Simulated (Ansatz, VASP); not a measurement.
## Two plane-wave programs on MgS

POSCAR

```
MgS
1.0
    0.0000000000      2.6016500000      2.6016500000
    2.6016500000      0.0000000000      2.6016500000
    2.6016500000      2.6016500000      0.0000000000
Mg S
1 1
Direct
    0.0000000000      0.0000000000     -0.0271791663
    0.5000000000      0.5000000000      0.5000000000
```

INCAR.step1

```
SYSTEM = MgS
PREC = Accurate ; ENCUT = 520
ISMEAR = 0 ; SIGMA = 0.05
LREAL = .False. ; LASPH = .True.
NELM = 80 ; NBANDS = 11
GGA = PE ; ALGO = Normal
EDIFF = 1E-4 ; LWAVE = .True.
LCHARG = .False.
```

INCAR.step2

```
SYSTEM = MgS
PREC = Accurate ; ENCUT = 520
EDIFF = 1E-6 ; ISMEAR = 0
SIGMA = 0.05 ; LREAL = .False.
LASPH = .True. ; NELM = 80
ALGO = Normal ; ISIF = 2
LWAVE = .False. ; LCHARG = .False.
METAGGA = R2SCAN ; LMIXTAU = .True.
NBANDS = 11 ; ISTART = 1
```

File KPOINTS:

```
regular mesh
0
Gamma
  8 8 8
  0 0 0
```

Input for Ansatz:

```yaml
crystal:
  lattice:
    - [0.0, 2.60165, 2.60165]
    - [2.60165, 0.0, 2.60165]
    - [2.60165, 2.60165, 0.0]
  atoms:
    - { symbol: Mg, position: [0.0, 0.0, -0.0271791663] }
    - { symbol: S, position: [0.5, 0.5, 0.5] }
basis:
  ecutwfc: 500
kpoints:
  mp_grid: { grid: [8, 8, 8] }
hamiltonian:
  xc: r2scan
scf:
  occupations: { method: gaussian, width: 0.05 }
output:
  forces: true
  stress: true
  eigenvalues: true
```

Change from the starting cell: all Mg atoms moved -0.100 Å, as atom 1 along Cartesian [1 1 0].

Alike in both runs: task single point; functional r2SCAN; k mesh 8 × 8 × 8; occupations gaussian, width 0.05 eV; no spin polarisation.

|  | VASP | Ansatz |
| --- | --- | --- |
| version | VASP 6.6.1 | Ansatz 0.2.0 |
| potentials or method | VASP PAW PBE potentials, release 64 (Mg, S) | scalar-relativistic, plane waves, PAW |
| plane-wave cutoff (eV) | 520 | 500 |
| valence electrons in the cell | 8 | 16 |

|  | VASP | Ansatz | Ansatz less VASP |
| --- | --- | --- | --- |
| gap on the k mesh at the Fermi level (eV) | 3.44 | 3.46 | +0.029 |
| least direct gap on the mesh (eV) | 4.61 | 4.64 | +0.026 |
| pressure (GPa) | -0.1 | 0.3 | +0.46 |
| largest component of the traceless stress (GPa) | 0.42 | 0.42 | -0.001 |
| rms of the force components (eV/Å) | 0.165 | 0.167 | +0.0023 |

Atom by atom the forces differ by 0.002 eV/Å (rms over components). The two sets of potentials don't hold the same shells in valence.

Caveats: the PAW data sets were made with another functional, which shifts forces and pressure a little (VASP). A k mesh can miss the band edges.
